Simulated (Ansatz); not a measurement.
**HfC: energies, forces and stress near the listed structure**

A set of self-consistent runs on HfC under further strains and shifts, swapped elements, distortions that keep the symmetry, to map its energy surface near the listed cell.

Computed with Ansatz 0.2.0 (DFT PBEsol, scalar-relativistic, plane waves, PAW, unless a step's input says otherwise).

## (1) The structure to begin with

The structure is hexagonal, space group P6_3/mmc (No. 194). The conventional cell has a = 3.343 Å, b = 3.343 Å, c = 5.203 Å, α = 90.00°, β = 90.00°, γ = 120.00°. Hf (site symmetry -6m2) has 6 C at 2.33 Å as nearest neighbours. C (site symmetry -3m) is surrounded by 6 Hf at 2.33 Å.

As a file:

```cif
data_structure
_symmetry_space_group_name_H-M 'P6_3/mmc'
_symmetry_Int_Tables_number 194
_cell_length_a 3.3429
_cell_length_b 3.3429
_cell_length_c 5.2027
_cell_angle_alpha 90.000
_cell_angle_beta 90.000
_cell_angle_gamma 120.000
_cell_volume 50.35
loop_
_atom_site_label
_atom_site_type_symbol
_atom_site_symmetry_multiplicity
_atom_site_Wyckoff_symbol
_atom_site_fract_x
_atom_site_fract_y
_atom_site_fract_z
_atom_site_occupancy
Hf1 Hf 2 c 0.66667 0.33333 0.75000 1
C1 C 2 a 0.00000 0.00000 0.00000 1
```

The structure comes from the Materials Project (structure only).

## (2) A distortion that keeps the symmetry

Against the listed cell: strain xx, yy, zz, yz, xz, xy = +4.4, +4.4, -1.6, +0.0, +0.0, +0.0 %.

The input, input.yaml:

```yaml
crystal:
  lattice:
    - [3.4883141551, 0.0, 0.0]
    - [-1.7441570775, 3.0209686746, 0.0]
    - [0.0, 0.0, 5.1169212461]
  atoms:
    - { symbol: Hf, position: [0.66666667, 0.33333333, 0.75] }
    - { symbol: Hf, position: [0.33333333, 0.66666667, 0.25] }
    - { symbol: C, position: [0.0, 0.0, 0.0] }
    - { symbol: C, position: [0.0, 0.0, 0.5] }
basis:
  ecutwfc: 420
kpoints:
  mp_grid: { grid: [15, 15, 8] }
hamiltonian:
  xc: pbesol
scf:
  occupations: { method: gaussian, width: 0.1 }
output:
  forces: true
  stress: true
  eigenvalues: true
  populations: true
```

Run with:

```console
ansatz run input.yaml --threads 1 --pin off --max-ram 1331MiB --backend cpu --events-out ev --progress --plain --runs-dir out
```

## (3) Substitution of an element, cell strained: Hf → W, first probe

The input, input.yaml:

```yaml
crystal:
  lattice:
    - [3.1625765235, 0.0, 0.0]
    - [-1.5812882617, 2.7388716107, 0.0]
    - [0.0, 0.0, 4.8465024545]
  atoms:
    - { symbol: W, position: [0.66666667, 0.33333333, 0.75] }
    - { symbol: W, position: [0.33333333, 0.66666667, 0.25] }
    - { symbol: C, position: [0.0, 0.0, 0.0] }
    - { symbol: C, position: [0.0, 0.0, 0.5] }
basis:
  ecutwfc: 420
kpoints:
  mp_grid: { grid: [6, 6, 4] }
hamiltonian:
  xc: pbesol
scf:
  occupations: { method: gaussian, width: 0.1 }
output:
  forces: true
  stress: true
  eigenvalues: true
```

## (4) Substitution of an element, cell strained: Hf → W

Edit input.yaml of step 3 so:

```diff
@@ -13,3 +13,3 @@
 kpoints:
-  mp_grid: { grid: [6, 6, 4] }
+  mp_grid: { grid: [15, 15, 10] }
 hamiltonian:
```

## (5) A change within the space group

The input, input.yaml:

```yaml
crystal:
  lattice:
    - [3.5197705246, 0.0, 0.0]
    - [-1.7598852623, 3.0482106898, 0.0]
    - [0.0, 0.0, 5.3219602049]
  atoms:
    - { symbol: Hf, position: [0.66666667, 0.33333333, 0.75] }
    - { symbol: Hf, position: [0.33333333, 0.66666667, 0.25] }
    - { symbol: C, position: [0.0, 0.0, 0.0] }
    - { symbol: C, position: [0.0, 0.0, 0.5] }
basis:
  ecutwfc: 420
kpoints:
  mp_grid: { grid: [15, 15, 8] }
hamiltonian:
  xc: pbesol
scf:
  occupations: { method: gaussian, width: 0.1 }
output:
  forces: true
  stress: true
  eigenvalues: true
```

## (6) A change within a subgroup

The input, input.yaml:

```yaml
crystal:
  lattice:
    - [3.4967381775, 0.0, 0.0]
    - [-1.7483690887, 3.0282640921, 0.0]
    - [0.0, 0.0, 4.9739506654]
  atoms:
    - { symbol: Hf, position: [0.66666667, 0.33333333, 0.7980518437] }
    - { symbol: Hf, position: [0.33333333, 0.66666667, 0.2980518437] }
    - { symbol: C, position: [0.0, 0.0, -0.0480518437] }
    - { symbol: C, position: [0.0, 0.0, 0.4519481563] }
basis:
  ecutwfc: 420
kpoints:
  mp_grid: { grid: [12, 12, 8] }
hamiltonian:
  xc: pbesol
scf:
  occupations: { method: gaussian, width: 0.1 }
output:
  forces: true
  stress: true
  eigenvalues: true
  populations: true
```

## (7) A distortion of lower symmetry

The input, input.yaml:

```yaml
crystal:
  lattice:
    - [3.3964187673, 0.0, 0.0]
    - [-1.6982093836, 2.9413849343, 0.0]
    - [0.0, 0.0, 5.7543057383]
  atoms:
    - { symbol: Hf, position: [0.66666667, 0.33333333, 0.7442337788] }
    - { symbol: Hf, position: [0.33333333, 0.66666667, 0.2442337788] }
    - { symbol: C, position: [0.0, 0.0, 0.0057662212] }
    - { symbol: C, position: [0.0, 0.0, 0.5057662212] }
basis:
  ecutwfc: 420
kpoints:
  mp_grid: { grid: [15, 15, 8] }
hamiltonian:
  xc: pbesol
scf:
  occupations: { method: gaussian, width: 0.1 }
output:
  forces: true
  stress: true
  eigenvalues: true
```

Before running it: what results should come out? Wanted: for each run, case; energy; pressure; largest force.

**Answer**, as computed:

```
step                                               case  energy (meV/atom)  pressure (GPa)  largest force (eV/Å)  gap on the mesh (eV)
   2               a distortion that keeps the symmetry               +0.0           -20.8                  0.00                  0.00
   4  substitution of an element, cell strained: Hf → W                n/a            -9.0                  0.00                  0.00
   5                    a change within the space group             +103.3           -28.6                  0.00                  0.00
   6                         a change within a subgroup            +320.2*            -3.0                  2.89                  0.00
   7                     a distortion of lower symmetry             +137.2           -28.2                  0.01                  0.00
```

Energies are counted from step 2, with the smearing taken to zero; a star marks another k mesh, which can shift energies by itself, so starred rows don't rank against the others. Other atoms or functionals have another zero of energy (n/a). A gap of 0.00 means none on the mesh at this level.

What this shows: Among the distorted cells of the listed formula and level the largest force, 2.89 eV/Å, comes in step 6, shared by 4 atoms. The distorted cells of the listed formula and level show no gap on the mesh. Spin-orbit coupling is left out for Hf, W.
